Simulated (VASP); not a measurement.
ZrSiO4 (Zircon), 12 atoms in the cell. It takes space group I4_1/amd (No. 141, tetragonal). The conventional cell has a = 6.481 Å, b = 6.481 Å, c = 5.895 Å, α = 90.00°, β = 90.00°, γ = 90.00°. Around Zr (site symmetry -4m2) lie 8 O at 2.08 to 2.24 Å. Si (site symmetry -4m2) is surrounded by 4 O at 1.61 Å. O (site symmetry m) is surrounded by 1 Si at 1.61 Å. 

```yaml
Program: VASP 6.6.1
Task: relaxation of cell and atoms
Functional: LDA
Potentials_or_basis: VASP PAW LDA potentials, release 64 (Zr_sv, Si, O)
Cutoff: 600 eV
k_mesh: 6 × 6 × 6
Occupations: gaussian, width 0.03 eV
Spin: no spin polarisation
Target_pressure: 8.46 GPa
Further_INCAR_settings: ALGO = Normal; EDIFF = 1e-07; IBRION = 2; EDIFFG = -0.005; NSW = 90; ISIF = 3
Target_pressure: 8.46 GPa
```

Potentials or basis: VASP PAW LDA potentials, release 64 (Zr_sv, Si, O).

Run with:

```console
$ cat potpaw_LDA.64/Zr_sv/POTCAR potpaw_LDA.64/Si/POTCAR potpaw_LDA.64/O/POTCAR > POTCAR
$ mpirun -np 4 vasp_std > vasp.out
```

Hardware: 4 MPI ranks on Intel(R) Xeon(R) 6975P-C (Granite Rapids), with other jobs on the host.

Question: Estimate the wall time of this run.

Answer: It took 34 s on 4 MPI ranks on Intel(R) Xeon(R) 6975P-C (Granite Rapids), with other jobs on the host, peak memory 0.36 GiB a rank. Counts: scf iterations 15, k points 30, ion steps 1.
